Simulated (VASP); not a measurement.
# GaSb (F-43m) in VASP: a series of runs

GaSb is run at these levels: LDA; tasks: single point.

Everything below comes from runs of VASP 6.6.1. Logs are shortened: lines on timing, memory, paths and dates and some standing lists are left out, and cuts for length are marked.

**The experiment to reproduce.**

A printed reference work, data compilation reports, for a bulk crystal of GaSb at 4.2 K: band gap 0.811 eV (direct).

How close the calculation comes is told below.

### Step 1. The cell of the first run

It takes space group F-43m (No. 216, cubic). Conventional cell: a = 6.118 Å, b = 6.118 Å, c = 6.118 Å, α = 90.00°, β = 90.00°, γ = 90.00°. Within 3.5 Å of Ga (site symmetry -43m) lie 4 Sb at 2.65 Å. Sb (site symmetry -43m) has 4 Ga at 2.65 Å within 3.5 Å.

### Step 2. Single point, LDA

Input file INCAR:

```
ALGO = Normal
EDIFF = 1E-7
ENCUT = 520
GGA = CA
ISIF = 2
ISMEAR = 0
LASPH = T
LCHARG = T
LELF = T
LREAL = F
LVHAR = T
LWAVE = F
NBANDS = 16
NELM = 80
PREC = Accurate
SIGMA = 0.1
```

Input file KPOINTS:

```
k-points
0
Gamma
  6 6 6
```

Input file POSCAR:

```
GaSb
1.0
    0.0000000000      3.0590000000      3.0590000000
    3.0590000000      0.0000000000      3.0590000000
    3.0590000000      3.0590000000      0.0000000000
Ga Sb
1 1
Direct
    0.0000000000      0.0000000000      0.0000000000
    0.7500000000      0.7500000000      0.7500000000
```

Potentials or basis: VASP PAW LDA potentials, release 64 (Ga_d, Sb).

Started as:

```
$ cat potpaw_LDA.64/Ga_d/POTCAR potpaw_LDA.64/Sb/POTCAR > POTCAR
$ mpirun -np 1 vasp_std > vasp.out
```

OUTCAR:

```text
EDIFF = 1E-7
   ENCUT = 520
   GGA = CA
   ISIF = 2
   ISMEAR = 0
   LASPH = T
   LREAL = F
   NELM = 80
   PREC = Accurate

 ion  position               nearest neighbor table
   1  0.000  0.000  0.000-   2 2.65   2 2.65   2 2.65   2 2.65
   2  0.750  0.750  0.750-   1 2.65   1 2.65   1 2.65   1 2.65

  LATTYP: Found a face centered cubic cell.
 ALAT       =     6.1180000000

  Lattice vectors:

 A1 = (   0.0000000000,   3.0590000000,   3.0590000000)
 A2 = (   3.0590000000,   0.0000000000,   3.0590000000)
 A3 = (   3.0590000000,   3.0590000000,   0.0000000000)

Analysis of symmetry for initial positions (statically):
=====================================================================
 Subroutine PRICEL returns:
 Original cell was already a primitive cell.

 Routine SETGRP: Setting up the symmetry group for a
 face centered cubic supercell.

 Subroutine GETGRP returns: Found 24 space group operations
 (whereof 24 operations were pure point group operations)
 out of a pool of 48 trial point group operations.

The static configuration has the point symmetry T_d .

Analysis of symmetry for dynamics (positions and initial velocities):
=====================================================================
 Subroutine PRICEL returns:
 Original cell was already a primitive cell.

 Routine SETGRP: Setting up the symmetry group for a
 face centered cubic supercell.

 Subroutine GETGRP returns: Found 24 space group operations
 (whereof 24 operations were pure point group operations)
 out of a pool of 48 trial point group operations.

The dynamic configuration has the point symmetry T_d .

 Subroutine INISYM returns: Found 24 space group operations
 (whereof 24 operations are pure point group operations),
 and found     1 'primitive' translations

----------------------------------------------------------------------------------------

                                     Primitive cell

  volume of cell :      57.2491

  direct lattice vectors                    reciprocal lattice vectors
     0.000000000  3.059000000  3.059000000    -0.163452109  0.163452109  0.163452109
     3.059000000  0.000000000  3.059000000     0.163452109 -0.163452109  0.163452109
     3.059000000  3.059000000  0.000000000     0.163452109  0.163452109 -0.163452109

  length of vectors
     4.326079287  4.326079287  4.326079287     0.283107357  0.283107357  0.283107357
[... 69 lines left out ...]
   LASPH  =      T    aspherical Exc in radial PAW
   ENCUT  =  520.0 eV  38.22 Ry    6.18 a.u.   8.04  8.04  8.04*2*pi/ulx,y,z
   NELM   =     80;   NELMIN=  2; NELMDL= -5     # of ELM steps
   EDIFF  = 0.1E-06   stopping-criterion for ELM
   LREAL  =      F    real-space projection
   EDIFFG = 0.1E-05   stopping-criterion for IOM
   NSW    =      0    number of steps for IOM
   IBRION =     -1    ionic relax: 0-MD 1-quasi-New 2-CG
   NFREE  =      0    steps in history (QN), initial steepest desc. (CG)
   ISIF   =      2    stress and relaxation
   ISYM   =      2    0-nonsym 1-usesym 2-fastsym
   POTIM  = 0.5000    time-step for ionic-motion
   TEBEG  =    0.0;   TEEND  =   0.0 temperature during run
   PSTRESS=    0.0 pullay stress
   NELECT =      18.0000    total number of electrons
   NUPDOWN=      -1.0000    fix difference up-down
   EMIN   =  10.00;   EMAX   =-10.00  energy-range for DOS
   EFERMI =   0.00;   METHOD = LEGACY
   ISMEAR =     0;   SIGMA  =   0.10  broadening in eV -4-tet -1-fermi 0-gaus
   EFERMI_NEDOS =   21; number of points for ismear=-14 and -15
   IALGO  =     38    algorithm
   IMIX   =      4    mixing-type and parameters
     AMIX     =   0.40;   BMIX     =  1.00
     AMIX_MAG =   1.60;   BMIX_MAG =  1.00
  volume/ion in A,a.u.               =      28.62       193.17
  Fermi-wavevector in a.u.,A,eV,Ry     =   1.113208  2.103657 16.860766  1.239231
  Thomas-Fermi vector in A             =   2.249790
   LORBIT       =      0    0 simple, 1 ext, 2 COOP (PROOUT), +10 PAW based schemes
   GGA     = CA    functional components
   LHFCALC =     F    Hartree Fock is set to
   AEXX    =    0.0000 exact exchange contribution
   IVDW    =     0    specifies the selected vdW correction
   LEPSILON=     F    determine dielectric tensor
   LRPA    =     F    only Hartree local field effects (RPA)
 non-spin polarized calculation
 Gauss-broadening in eV      SIGMA  =   0.10
  energy-cutoff  :      520.00
  volume of cell :       57.25
 maximum number of plane-waves:      1572
   NGX = 17   NGY = 17   NGZ = 17

 number of electron      17.9999986 magnetization

 Free energy of the ion-electron system (eV)
  ---------------------------------------------------
  ext. energy  EPLUGINS =         0.00000000
  ---------------------------------------------------
  free energy    TOTEN  =        -8.63247685 eV

  energy without entropy =       -8.63174378  energy(sigma->0) =       -8.63211032

 E-fermi :   4.7180     XC(G=0):  -9.3943

 val. band max:        4.6867733903   @ k =   0.0000   0.0000   0.0000
 cond. band min:       4.9801825456   @ k =   0.5000   0.0000   0.0000
 fundamental gap:      0.2934091553
 Fermi energy:         4.7180195224

 k-point     1 :       0.0000    0.0000    0.0000
  band No.  band energies     occupation
      1     -10.4635      2.00000
      2     -10.4635      2.00000
      3     -10.4635      2.00000
      4     -10.4144      2.00000
      5     -10.4144      2.00000
      6      -6.8310      2.00000
[... 281 lines left out ...]
      3     -10.4406      2.00000
      4     -10.4222      2.00000
      5     -10.4129      2.00000
      6      -4.3497      2.00000
[... 8 lines left out ...]
     15      14.5495      0.00000
     16      15.8709      0.00000

------------------------ aborting loop because EDIFF is reached ----------------------------------------

  FORCE on cell =-STRESS in cart. coord.  units (eV):
  Direction    XX          YY          ZZ          XY          YZ          ZX
  --------------------------------------------------------------------------------------
  -------------------------------------------------------------------------------------
  Total       -0.5257230     -0.5257230     -0.5257230      0.0000000      0.0000000      0.0000000
  in kB      -14.7129285    -14.7129285    -14.7129285      0.0000000      0.0000000      0.0000000
  external PRESSURE =     -14.7129285 kB  Pullay stress =       0.0000000 kB

 VOLUME and BASIS-vectors are now :
 -----------------------------------------------------------------------------
  energy-cutoff  :      520.00
  volume of cell :       57.25
      direct lattice vectors                 reciprocal lattice vectors
     0.000000000  3.059000000  3.059000000    -0.163452109  0.163452109  0.163452109
     3.059000000  0.000000000  3.059000000     0.163452109 -0.163452109  0.163452109
     3.059000000  3.059000000  0.000000000     0.163452109  0.163452109 -0.163452109

 POSITION                                       TOTAL-FORCE (eV/Angst)
 -----------------------------------------------------------------------------------
      0.00000      0.00000      0.00000         0.000000     -0.000000      0.000000
      4.58850      4.58850      4.58850        -0.000000      0.000000     -0.000000
 -----------------------------------------------------------------------------------
    total drift:                               -0.000000     -0.000000     -0.000000

  FREE ENERGIE OF THE ION-ELECTRON SYSTEM (eV)
  ---------------------------------------------------
  free  energy   TOTEN  =        -8.6324768541 eV

  energy  without entropy=       -8.6317437844  energy(sigma->0) =       -8.63211032
```

stdout:

```text
POSCAR found type information on POSCAR GaSb
 POSCAR found :  2 types and       2 ions
 scaLAPACK will be used
 LDA part: xc-table for (Slater(with rela. corr.)+CA(PZ))
 , standard interpolation
 POSCAR, INCAR and KPOINTS ok, starting setup
 FFT: planning ... GRIDC
 FFT: planning ... GRID_SOFT
 FFT: planning ... GRID
 WAVECAR not read
 entering main loop
```

Wall time 15 s (1 thread of Intel Xeon Platinum 8259CL at 2.50GHz (Skylake/Cascade Lake), shared host); peak memory 0.16 GiB.

What came out:

```yaml
Free_energy: -8.6325 eV
Pressure: -1.5 GPa
Band_gap_on_the_k_mesh: zero (filled and empty bands touch)
```

Caveat: spin-orbit coupling is left out, which moves the levels of the heavy elements.

### Step 3. Single point, LDA

This run uses another cell than the first one, of 27.68 Å³/atom, 0.967 times its volume.

Input file INCAR:

```
ALGO     = Normal         # electronic algorithm
EDIFF    = 1E-7           # SCF threshold, eV
ENCUT    = 520            # plane-wave cutoff, eV
GGA      = CA             # functional
ISIF     = 2              # what is computed and relaxed
ISMEAR   = 0              # smearing method
LASPH    = T              # aspherical terms in the spheres
LCHARG   = F              # write CHGCAR
LREAL    = F              # projectors in reciprocal space
LWAVE    = F              # write WAVECAR
NBANDS   = 16             # bands
NELM     = 80             # most SCF steps
PREC     = Accurate       # precision mode
SIGMA    = 0.1            # smearing width, eV
```

Input file KPOINTS:

```
k-points
0
Gamma
  12 12 12
```

Input file POSCAR:

```
GaSb
1.0
    0.0000000000      3.0250672251      3.0250672251
    3.0250672251      0.0000000000      3.0250672251
    3.0250672251      3.0250672251      0.0000000000
Ga Sb
1 1
Direct
    0.0000000000      0.0000000000      0.0000000000
    0.7500000000      0.7500000000      0.7500000000
```

Potentials or basis: VASP PAW LDA potentials, release 64 (Ga_d, Sb).

Started as:

```
$ cat potpaw_LDA.64/Ga_d/POTCAR potpaw_LDA.64/Sb/POTCAR > POTCAR
$ mpirun -np 1 vasp_std > vasp.out
```

Run time: 45 s. Hardware: 1 thread of Intel Xeon Platinum 8259CL at 2.50GHz (Skylake/Cascade Lake), shared host; peak memory 0.2 GiB.

It converged, with:

```yaml
Free_energy: -8.6738 eV
Pressure: 0.2 GPa
```

Levels at points of the mesh, in eV from the Fermi level:
| k point | band 6 | band 7 | band 8 | band 9 | band 10 | band 11 | band 12 | band 13 |
| --- | --- | --- | --- | --- | --- | --- | --- | --- |
| (0.00, 0.00, 0.00) | -11.84 | -0.09 | -0.09 | -0.09 | 0.03 | 2.65 | 2.65 | 2.65 |
| (0.50, 0.00, 0.00) | -10.13 | -6.66 | -1.30 | -1.30 | 0.28 | 3.63 | 3.63 | 6.20 |
| (0.50, 0.50, 0.00) | -9.26 | -7.09 | -2.78 | -2.78 | 0.71 | 1.01 | 8.71 | 8.71 |

Caveat: spin-orbit coupling is left out, which moves the levels of the heavy elements.

### Step 4. Single point, LDA

This run uses another cell than the first one, of 27.68 Å³/atom, 0.967 times its volume.

Input file INCAR:

```
ALGO = Normal
EDIFF = 1E-6
ENCUT = 520
ISIF = 2
ISMEAR = -1
LASPH = T
LCHARG = T
LELF = T
LREAL = F
LVHAR = T
LWAVE = F
NBANDS = 16
NELM = 60
PREC = Accurate
SIGMA = 0.15
```

KPOINTS is that of step 3.

POSCAR is that of step 3.

Started as:

```
$ cat potpaw_LDA.64/Ga_d/POTCAR potpaw_LDA.64/Sb/POTCAR > POTCAR
$ mpirun -np 1 vasp_std > vasp.out
```

Run time: 55 s. Hardware: 1 thread of Intel Xeon Platinum 8259CL at 2.50GHz (Skylake/Cascade Lake), shared host; peak memory 0.19 GiB.

The run converged. Its results:

| Quantity | Value |
| --- | --- |
| Free energy | -8.6757 eV |
| Pressure | 0.2 GPa |

Levels at points of the mesh, in eV from the Fermi level:
```tsv
k point	band 5	band 6	band 7	band 8	band 9	band 10	band 11	band 12	band 13	band 14
(0.00, 0.00, 0.00)	-15.35	-11.95	-0.20	-0.20	-0.20	-0.08	2.55	2.55	2.55	5.45
(0.50, 0.00, 0.00)	-15.35	-10.24	-6.77	-1.40	-1.40	0.17	3.52	3.52	6.10	9.20
(0.50, 0.50, 0.00)	-15.35	-9.37	-7.20	-2.89	-2.89	0.60	0.91	8.60	8.60	9.99
```

Caveat: spin-orbit coupling is left out, which moves the levels of the heavy elements.

### Step 5. The runs side by side

| cell | k mesh | smearing | pressure (GPa) |
| --- | --- | --- | --- |
| a = 4.326 Å, angles 60.0°, 2 atoms | 6 × 6 × 6 | gaussian 0.1 eV | -1.5 |
| a = 4.278 Å, angles 60.0°, 2 atoms | 12 × 12 × 12 | gaussian 0.1 eV | 0.2 |
| a = 4.278 Å, angles 60.0°, 2 atoms | 12 × 12 × 12 | fermi-dirac 0.15 eV | 0.2 |

Alike in all rows: task single point; level LDA; potentials or basis VASP PAW LDA potentials, release 64 (Ga_d, Sb); no spin polarisation; cutoff (eV) 520.

Caveats: spin-orbit coupling is left out, which moves the levels of the heavy elements.

Absolute energies hang on the potentials; compare differences alone.

### Step 6. Against experiment

Step 2. Measured gap of GaSb: 0.811 eV (direct; 4.2 K; a printed reference work, data compilation). This calculation gives 0.00 eV (-0.81 eV). Spin-orbit coupling on Ga, Sb is left out. The value is that of LDA on a finite k mesh, which can miss the band edges, without temperature or zero-point motion. Semilocal functionals fall short of measured gaps as a rule.
